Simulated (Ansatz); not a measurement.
# Bi under changes of volume

One of the cells (34.026 Å³/atom); the others are scaled copies at fixed shape and fractional positions:

```
CELL_PARAMETERS angstrom
3.48860 -3.13258 0.00000
3.48860 3.13258 0.00000
-1.26023 0.00000 3.11355
ATOMIC_POSITIONS crystal
Bi 0.75306 0.75306 0.85738
Bi 0.24694 0.24694 0.14262
```

This isn't the form of Bi at room conditions, which is rhombohedral.

| Quantity | Value |
| --- | --- |
| Program | Ansatz 0.2.0 |
| Functional | PBEsol |
| Potentials or basis | Ansatz PAW |
| Cutoff | 420 eV (not typed: the program's choice for these potentials) |
| k mesh | 6 × 6 × 9 |
| Occupations | fermi-dirac, width 0.05 eV |
| Spin | no spin polarisation |

```tsv
volume (Å³/atom)	energy over the lowest point (meV/atom)	pressure (GPa)	largest force (eV/Å)
31.984	0.40	0.7	0.031
32.665	0.00	-0.5	0.007
33.345	4.34	-1.5	0.032
34.026	12.87	-2.5	0.059
34.706	25.14	-3.3	0.085
35.387	?	?	?
36.067	59.22	-4.7	0.133
```

**Question.** What does the run at 35.387 Å³/atom give?

**Answer.** Energy over the lowest point 40.71 meV/atom; pressure -4.0 GPa; largest force 0.110 eV/Å.

Worked out: A Birch-Murnaghan fit of order 3 (a polynomial in V^(-2/3)) to the other rows has its minimum at 32.37 Å³/atom with B0 = V·E''(V) = 56 GPa and B' = 4.7 at fixed shape and positions, which overstates the stiffness. It gives 40.72 meV/atom at 35.387 Å³/atom, against the run's 40.71, and -dE/dV = -4.0 GPa, against -4.0.

Energies are extrapolated to zero smearing.

Caveats: the PAW data sets come from PBE, with cores solved anew for the run's functional, which leaves a small shift of forces and pressure.
